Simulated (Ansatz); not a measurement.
# Static calculation, Cs

System: Cs (fcc type), 1 atom in the cell.

Ansatz input (lattice in Å, positions in fractions of it)
```yaml
crystal:
  lattice:
    - [0, 3.882, 3.882]
    - [3.882, 0, 3.882]
    - [3.882, 3.882, 0]
  atoms:
    - { symbol: Cs, position: [0, 0, 0] }
kpoints:
  mp_grid: { grid: [4, 4, 4] }
hamiltonian:
  xc: pbe
  pseudopotentials:
    kind: paw_fr
    azcp:
      Cs: "pseudopotentials/pbe/paw/ansatz_paw_generated_hard_1/Cs.paw.azcp"
scf:
  occupations: { method: fermi_dirac, width: 0.15 }
  convergence: { dr2_threshold: "1e-9 eV" }
  max_iter: 300
output:
  forces: true
  stress: true
  eigenvalues: true
magnetization:
  noncollinear: true
  spin_orbit: true
```

Method: Ansatz, PBE with spin–orbit coupling, plane waves, PAW datasets (generated hard set).

Output, in brief

- Plane-wave cutoff used: 700 eV
- Pressure: 0.02 GPa
- Smearing term TS: 110.8 meV/atom
- Gap on the mesh: none (metallic)
- Valence electrons: 19
- Irreducible k-points: 8
- CPU time: roughly 30 core-seconds on a shared host

Stress tensor in GPa, compression positive:
```
0.02 0.00 0.00
0.00 0.02 0.00
0.00 0.00 0.02
```

The stress includes the program's correction for the finite plane-wave basis.

This cubic structure is a model: it isn't the usual form of the substance at ambient conditions, and such phases are metastable or hypothetical. The k-mesh is modest, so these values aren't fully converged in k.
